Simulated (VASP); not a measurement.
A run of VASP 6.6.1:

The input INCAR:

```
PREC = Accurate ; ENCUT = 520
EDIFF = 1E-7 ; ISMEAR = 0
SIGMA = 0.02 ; LREAL = F
LASPH = T ; NELM = 100
ALGO = Normal ; ISIF = 2
LWAVE = F ; LCHARG = T
LDIPOL = T ; IDIPOL = 3
DIPOL = 0.5 0.5 0.500 ; GGA = PE
IVDW = 12 ; LELF = T
LVHAR = T ; LVACPOTAV = T
NBANDS = 20
```

Contents of KPOINTS:

```
regular mesh
0
Gamma
  12 12 1
```

POSCAR

```
WS2
1.0
    3.1597794976      0.0000000000      0.0000000000
   -1.5798897488      2.7364493153      0.0000000000
    0.0000000000      0.0000000000     32.2909956605
S W
2 1
Direct
    0.3333333333      0.6666666667      0.4512036556
    0.3333333333      0.6666666667      0.5488089808
    0.6666666667      0.3333333333      0.5000057303
```

Potentials or basis: VASP PAW PBE potentials, release 64 (S, W_sv).

Command:

```console
$ cat potpaw_PBE.64/S/POTCAR potpaw_PBE.64/W_sv/POTCAR > POTCAR
$ mpirun -np 1 vasp_std > vasp.out
```

Hardware: 1 thread of Intel(R) Xeon(R) Platinum 8488C (Sapphire Rapids), with other jobs on the host.

Problem. How long does it take, and how much memory?

Solution. Wall time 2.4 min on 1 thread of Intel(R) Xeon(R) Platinum 8488C (Sapphire Rapids), on a shared host, peak memory 0.42 GiB. Counts: scf iterations 26, k points 19.
